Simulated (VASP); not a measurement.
Sn, 2 atoms in the cell. Symmetry: Fd-3m, No. 227, cubic system. Conventional cell: a = 6.467 Å, b = 6.467 Å, c = 6.467 Å, α = 90.00°, β = 90.00°, γ = 90.00°. Sn (site symmetry -43m) is surrounded by 4 Sn at 2.80 Å. This isn't the form of Sn at room conditions, which is tetragonal (white tin).

| Quantity | Value |
| --- | --- |
| Program | VASP 6.6.1 |
| Task | relaxation of cell and atoms |
| Functional | PBE |
| Potentials or basis | VASP PAW PBE potentials, release 64 (Sn) |
| Cutoff | 300 eV |
| k mesh | 5 × 5 × 5 |
| Occupations | gaussian, width 0.03 eV |
| Spin | no spin polarisation |
| Further INCAR settings | ALGO = Normal; EDIFF = 1e-06; IBRION = 2; EDIFFG = -0.01; NSW = 90; ISIF = 3 |

Potentials or basis: VASP PAW PBE potentials, release 64 (Sn).

Launch:

```sh
$ cat potpaw_PBE.64/Sn/POTCAR > POTCAR
$ mpirun -np 1 vasp_std > vasp.out
```

Hardware: 1 thread of Intel(R) Xeon(R) Platinum 8175M CPU @ 2.50GHz (Skylake/Cascade Lake) (shared host).

Problem. How long does it take, and how much memory?

Solution. Wall time 15 s on 1 thread of Intel(R) Xeon(R) Platinum 8175M CPU @ 2.50GHz (Skylake/Cascade Lake), on a shared host, peak memory 0.15 GiB. Counts: scf iterations 24, k points 10, ion steps 3.
